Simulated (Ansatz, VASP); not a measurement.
# Two plane-wave programs on Nb

```
Nb
1.0
     2.68760    0.00000    0.00000
     0.00000    2.68760    0.00000
     0.00000    0.00000    2.68760
Nb
1
Direct
  0.00000 0.00000 0.00000
```

The cell was built by a generator and needn't be a form met in nature.

Alike in both runs: task relaxation of cell and atoms; functional LDA; k mesh 12 × 12 × 12; occupations fermi-dirac, width 0.1 eV; no spin polarisation.

```csv
,VASP,Ansatz
version,VASP 6.6.1,Ansatz 0.2.0
potentials or method,"VASP PAW LDA potentials, release 64 (Nb_sv)","plane waves (420 eV) with PAW, scalar-relativistic"
plane-wave cutoff (eV),600,420
valence electrons in the cell,13,13
```

```csv
,VASP,Ansatz,Ansatz less VASP
relaxed volume (Å³/atom),18.94,18.94,-0.005
relaxed cell length with the largest relative difference (Å),2.666,2.666,-0.0002
energy change over the relaxation (meV/atom),-5,-5,+0.1
```

Ansatz warned: «pseudo_functional_mismatch».
